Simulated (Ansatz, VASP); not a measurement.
Ru: VASP beside Ansatz

Contents of INCAR:

```
  ALGO = Fast
  EDIFF = 1E-6
  ENCUT = 520
  GGA = PS
  ISIF = 2
  ISMEAR = 0
  LASPH = True
  LCHARG = False
  LREAL = False
  LWAVE = False
  NBANDS = 21
  NELM = 60
  PREC = Accurate
  SIGMA = 0.15
```

Contents of KPOINTS:

```
k-points
0
Gamma
  18 18 10
```

File POSCAR:

```
Ru
1.0
    2.8403000000      0.0000000000      0.0000000000
   -1.4201500000      2.4597719544      0.0000000000
    0.0000000000      0.0000000000      4.0483000000
Ru
2
Direct
    0.3333333333      0.6666666667      0.2500000000
    0.6666666667      0.3333333333      0.7500000000
```

Input for Ansatz:

```yaml
crystal:
  lattice:
    - [2.8403, 0.0, 0.0]
    - [-1.42015, 2.4597719544, 0.0]
    - [0.0, 0.0, 4.0483]
  atoms:
    - { symbol: Ru, position: [0.3333333333, 0.6666666667, 0.25] }
    - { symbol: Ru, position: [0.6666666667, 0.3333333333, 0.75] }
basis:
  ecutwfc: 420
kpoints:
  mp_grid: { grid: [18, 18, 10] }
hamiltonian:
  xc: pbesol
  pseudopotentials: { kind: paw, azcp: { folder: soft_1 } }
scf:
  occupations: { method: gaussian, width: 0.15 }
output:
  forces: true
  stress: true
  eigenvalues: true
  write_density: true
  write_potential: true
  elf: true
  volumetric_format: npy
```

Alike in both runs: task single point; functional PBEsol; k mesh 18 × 18 × 10; occupations gaussian, width 0.15 eV; no spin polarisation.

```csv
,VASP,Ansatz
version,VASP 6.6.1,Ansatz 0.2.0
potentials or method,"VASP PAW PBE potentials, release 64 (Ru_pv)","scalar-relativistic, plane waves, PAW"
plane-wave cutoff (eV),520,420
valence electrons in the cell,28,32
```

|  | VASP | Ansatz | Ansatz less VASP |
| --- | --- | --- | --- |
| gap on the k mesh at the Fermi level (eV) | none | none | - |
| pressure (GPa) | -13.4 | -13.3 | +0.14 |
| largest component of the traceless stress (GPa) | 23.99 | 24.03 | +0.042 |

A gap of «none» marks a metal or a gap that the smearing closes. With one functional, cell and mesh, what is left measures potentials, basis and numerics. The two sets of potentials don't hold the same shells in valence. Ansatz warned: «pseudo_functional_mismatch».

Caveats: the PAW data sets were made with another functional, which shifts forces and pressure a little (VASP).
